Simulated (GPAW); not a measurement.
The system is MgS.

```
S Mg
1.0
     0.00000    2.83312    2.83312
     2.83312    0.00000    2.83312
     2.83312    2.83312    0.00000
S Mg
1 1
Direct
  0.25000 0.25000 0.25000
  0.00000 0.00000 0.00000
```

The cell comes from a database or a generator and needn't be the stable form of this composition.

* Program: GPAW 26.7.0
* Task: relaxation of cell and atoms
* Functional: PBEsol
* Dispersion: D3(BJ)+ATM
* Potentials or basis: PAW data sets generated in the run's folder for this functional
* Cutoff: 800 eV
* Basis: pw
* k mesh: 8 × 8 × 8
* Occupations: fermi-dirac, width 0.05 eV
* Spin: no spin polarisation

At the start: pressure -1.8 GPa; volume 22.74 Å³/atom.

Question: How do energy, volume and symmetry change on relaxing?

Answer: Over 3 steps the energy falls by 4.1 meV/atom and the volume is 22.00 Å³/atom (-3.2 %); space group F-43m (No. 216, to 0.05 Å).

Step by step:
| step | energy change (eV) | largest force (eV/Å) | pressure (GPa) | volume (Å³) |
| --- | --- | --- | --- | --- |
| 1 | 0.0000 | 0.0000 | -1.84 | 45.48 |
| 2 | -0.0027 | 0.0000 | -1.54 | 45.23 |
| 3 | -0.0082 | 0.0000 | 0.05 | 44.01 |

Final structure:
```
S Mg
1.0
     0.00000    2.80222    2.80222
     2.80222    0.00000    2.80222
     2.80222    2.80222    0.00000
S Mg
1 1
Direct
  0.25000 0.25000 0.25000
  0.00000 0.00000 0.00000
```

Caveat: later steps reuse the first step's grids.
